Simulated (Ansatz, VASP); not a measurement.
**One calculation of Ru, two programs**

```
Ru
1.0
     2.53910    0.00000    0.00000
    -1.26955    2.19893    0.00000
     0.00000    0.00000    4.76270
Ru
2
Direct
  0.33333 0.66667 0.25000
  0.66667 0.33333 0.75000
```

Alike in both runs: task single point; functional PBEsol; k mesh 18 × 18 × 10; occupations gaussian, width 0.15 eV; no spin polarisation.

|  | VASP | Ansatz |
| --- | --- | --- |
| version | VASP 6.6.1 | Ansatz 0.2.0 |
| potentials or method | VASP PAW PBE potentials, release 64 (Ru_pv) | scalar-relativistic, plane waves, PAW |
| plane-wave cutoff (eV) | 520 | 420 |
| valence electrons in the cell | 28 | 32 |

Ansatz gave:

| Quantity | Value |
| --- | --- |
| gap on the k mesh at the Fermi level (eV) | none |
| pressure (GPa) | 11.2 |
| largest component of the traceless stress (GPa) | 52.92 |

**Question.** Estimate VASP's values.

**Answer.** gap on the k mesh at the Fermi level (eV): none; pressure (GPa): 11.0; largest component of the traceless stress (GPa): 52.92.

A gap of «none» marks a metal or a gap that the smearing closes. The two sets of potentials don't hold the same shells in valence. Ansatz warned: «pseudo_functional_mismatch».

Caveats: the PAW data sets were made with another functional, which shifts forces and pressure a little (VASP).
